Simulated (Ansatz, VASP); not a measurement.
**AlN in VASP and in Ansatz**

INCAR

```
SYSTEM = AlN
PREC = Accurate
ENCUT = 520
EDIFF = 1E-6
ISMEAR = 0
SIGMA = 0.05
LREAL = .False.
LASPH = .True.
NELM = 80
ALGO = Normal
ISIF = 2
LWAVE = .False.
LCHARG = .False.
GGA = PE
NBANDS = 16
```

File KPOINTS:

```
Automatic mesh
0
Gamma
  9 9 6
  0 0 0
```

POSCAR

```
AlN
1.0
    3.3134793403      0.0000000000      0.0000000000
   -1.6567396702      2.8695572836      0.0000000000
    0.0000000000      0.0000000000      4.6901000000
Al N
2 2
Direct
    0.3333333333      0.6666666667      0.7500000000
    0.6666666667      0.3333333333      0.2500000000
    0.3333333333      0.6666666667      0.2500000000
    0.6666666667      0.3333333333      0.7500000000
```

Input for Ansatz:

```yaml
crystal:
  lattice:
    - [3.3134793403, 0.0, 0.0]
    - [-1.6567396702, 2.8695572836, 0.0]
    - [0.0, 0.0, 4.6901]
  atoms:
    - { symbol: Al, position: [0.3333333333, 0.6666666667, 0.75] }
    - { symbol: Al, position: [0.6666666667, 0.3333333333, 0.25] }
    - { symbol: "N", position: [0.3333333333, 0.6666666667, 0.25] }
    - { symbol: "N", position: [0.6666666667, 0.3333333333, 0.75] }
basis:
  ecutwfc: 520.0
kpoints:
  mp_grid: { grid: [9, 9, 6] }
hamiltonian:
  xc: pbe
  pseudopotentials: { kind: paw, azcp: { folder: soft_1 } }
scf:
  occupations: { method: gaussian, width: 0.05 }
output:
  forces: true
  stress: true
  eigenvalues: true
  write_density: true
  write_potential: true
  elf: true
  volumetric_format: npy
```

Alike in both runs: task single point; functional PBE; k mesh 9 × 9 × 6; occupations gaussian, width 0.05 eV; no spin polarisation.

|  | VASP | Ansatz |
| --- | --- | --- |
| version | VASP 6.6.1 | Ansatz 0.2.0 |
| potentials or method | VASP PAW PBE potentials, release 64 (Al, N) | scalar-relativistic, plane waves, PAW |
| plane-wave cutoff (eV) | 520 | 520 |
| valence electrons in the cell | 16 | 16 |

```csv
,VASP,Ansatz,Ansatz less VASP
gap on the k mesh at the Fermi level (eV),2.14,2.13,-0.007
least direct gap on the mesh (eV),2.14,2.13,-0.007
pressure (GPa),-13.5,-13.4,+0.15
largest component of the traceless stress (GPa),2.40,2.47,+0.071
```

The functional is the same, so the differences come from potentials, cutoffs and numerics.
